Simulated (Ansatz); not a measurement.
**TiAl₃: a line through an energy map**

One table from this session's results is given with a row withheld; the runs are named, their logs left out.

Computed with Ansatz 0.2.0 (DFT LDA, scalar-relativistic, plane waves, PAW, unless a step's input says otherwise).

16 further runs of the same task are left out: 16 set aside as unsound or not needed.

## Starting point

The structure is tetragonal, space group I4/mmm (No. 139). The conventional cell has a = 3.779 Å, b = 3.779 Å, c = 8.484 Å, α = 90.00°, β = 90.00°, γ = 90.00°. Around Ti (site symmetry 4/mmm) lie 12 Al at 2.67 to 2.84 Å. Al (site symmetry 4/mmm) has 4 Ti at 2.67 Å and 8 Al at 2.84 Å as nearest neighbours. Al (site symmetry -4m2) has 8 Al at 2.67 to 2.84 Å and 4 Ti at 2.84 Å as nearest neighbours.

Coordinates:

```cif
data_structure
_symmetry_space_group_name_H-M 'I4/mmm'
_symmetry_Int_Tables_number 139
_cell_length_a 3.7787
_cell_length_b 3.7787
_cell_length_c 8.4835
_cell_angle_alpha 90.000
_cell_angle_beta 90.000
_cell_angle_gamma 90.000
_cell_volume 121.13
loop_
_atom_site_label
_atom_site_type_symbol
_atom_site_symmetry_multiplicity
_atom_site_Wyckoff_symbol
_atom_site_fract_x
_atom_site_fract_y
_atom_site_fract_z
_atom_site_occupancy
Ti1 Ti 2 a 0.00000 0.00000 0.00000 1
Al1 Al 2 b 0.50000 0.50000 0.00000 1
Al2 Al 4 d 0.00000 0.50000 0.25000 1
```

It goes back to an entry of the Materials Project, which need not be the stable form.

It is the result of an earlier relaxation at this level (volume 15.14 Å³/atom; gap on the mesh: none (metal)).

## The scan

The energy is mapped over volume and the cell's shape.

- volume per atom: 7 values from 12.72 to 17.56 Å³
- c/a of the conventional cell: 7 values from 2.072 to 2.433

Nothing else is relaxed (symmetry fixes all fractional coordinates). Energies count from the relaxed crystal. Points are written as (first, second).

Set-up of the first run:

Contents of input.yaml:

```yaml
crystal:
  lattice:
    - [-1.8147078063, 1.8147078063, 3.8622426242]
    - [1.8147078063, -1.8147078063, 3.8622426242]
    - [1.8147078063, 1.8147078063, -3.8622426242]
  atoms:
    - { symbol: Ti, position: [0.0, 0.0, 0.0] }
    - { symbol: Al, position: [0.5, 0.5, 0.0] }
    - { symbol: Al, position: [0.75, 0.25, 0.5] }
    - { symbol: Al, position: [0.25, 0.75, 0.5] }
basis:
  ecutwfc: 520.0
kpoints:
  mp_grid: { grid: [16, 16, 16] }
hamiltonian:
  xc: lda
  pseudopotentials: { kind: paw, azcp: { folder: soft_1 } }
scf:
  occupations: { method: gaussian, width: 0.15 }
output:
  forces: true
  stress: true
  eigenvalues: true
```

Run with:

```sh
$ ansatz run input.yaml --threads 2 --pin off --max-ram 4096MiB --backend cpu --events-out ev --progress --plain --runs-dir out
```

Among the steps run: Grid point (12.72 Å³, 2.128); Point (13.53 Å³, 2.128); Grid point (15.14 Å³, 2.128); The run at (15.95 Å³, 2.128); The run at (16.76 Å³, 2.128); The run at (17.56 Å³, 2.128).

One of the session's tables, all rows but one given; the rest of the session is left out.

```
volume per atom (Å³)  energy (meV/atom)  slope (meV/atom per Å³)  pressure (GPa)
               12.72                206                     −181            29.0
               13.53                 93                     −104            16.6
               14.33                 34                      −45             7.2
               15.14                 17                        0             0.0
               15.95                 31                       34            −5.4
               16.76                  ?                        ?               ?
               17.56                126                       79           −12.7
```

**Question.** Estimate the row for volume per atom (Å³) = 16.76.

Worked estimate for «energy (meV/atom)». A straight line through the neighbours (15.95, 31) and (17.56, 126) gives 31 + (126 − 31) × (16.76 − 15.95) / (17.56 − 15.95) = 79; a parabola fitted to 3 rows on both sides gives 68.

The run gave: energy (meV/atom): 69; slope (meV/atom per Å³): 60; pressure (GPa): −9.6. In «energy (meV/atom)» the line misses by +10 and the parabola by -1.

Energies count from the relaxed crystal. Rows without a step come from runs not printed here or follow by symmetry.

What this shows: The lowest point of the line is at 15.14 Å³, 17 meV/atom from the zero. V·d²E/dV² there is about 120 GPa, a bulk modulus under this line's constraint. The well is lopsided: two grid steps out, the energy rises by 76 meV/atom towards smaller values and 52 meV/atom towards larger ones. The highest point computed, at 12.72 Å³, lies 190 meV/atom above the lowest.

To keep in mind: Warnings in the runs' records: pseudo functional mismatch.
